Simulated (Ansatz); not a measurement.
# In (omega (AlB2-type)): energy against volume

Computed with DFT, RPBE, plane waves (420 eV) with PAW, scalar-relativistic (Ansatz). The PAW files were generated under PBE, with cores re-solved for the functional.

The cell is scaled uniformly from the relaxed one, with fractional coordinates and shape fixed. Energies are extrapolated to zero smearing, pressures are those at the given smearing. Magnetic state: spin not included.

A Birch-Murnaghan fit gives V₀ = 29.37 Å³/atom, B₀ = 28 GPa, B₀′ = 5.3.

Question: What are the energy above the minimum and the pressure at 25.760 Å³/atom?

Answer: 50.5 meV/atom and 5.20 GPa as computed.

Question: What are the energy above the minimum and the pressure at 28.102 Å³/atom?

Answer: 5.2 meV/atom and 1.40 GPa as computed.

Question: What are the energy above the minimum and the pressure at 30.444 Å³/atom?

Answer: 3.1 meV/atom and -0.87 GPa as computed.
